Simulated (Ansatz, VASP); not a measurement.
**One calculation of Al, two programs**

```
CELL_PARAMETERS angstrom
2.72513 0.00000 0.00000
0.00000 2.72513 0.00000
0.00000 0.00000 2.72513
ATOMIC_POSITIONS crystal
Al 0.00000 0.00000 0.00000
```

Alike in both runs: task relaxation of cell and atoms; functional PBE; k mesh 20 × 20 × 20; occupations gaussian, width 0.1 eV; no spin polarisation.

|  | VASP | Ansatz |
| --- | --- | --- |
| version | VASP 6.6.1 | Ansatz 0.2.0 |
| potentials or method | VASP PAW PBE potentials, release 64 (Al) | scalar-relativistic, plane waves, PAW |
| plane-wave cutoff (eV) | 600 | 420 |
| valence electrons in the cell | 3 | 3 |

```csv
,VASP,Ansatz,Ansatz less VASP
"gap on the k mesh at the Fermi level, each at its own relaxed structure (eV)",none,none,-
relaxed volume (Å³/atom),20.15,20.16,+0.010
relaxed cell length with the largest relative difference (Å),2.721,2.722,+0.0004
```

A gap of «none» marks a metal or a gap that the smearing closes.
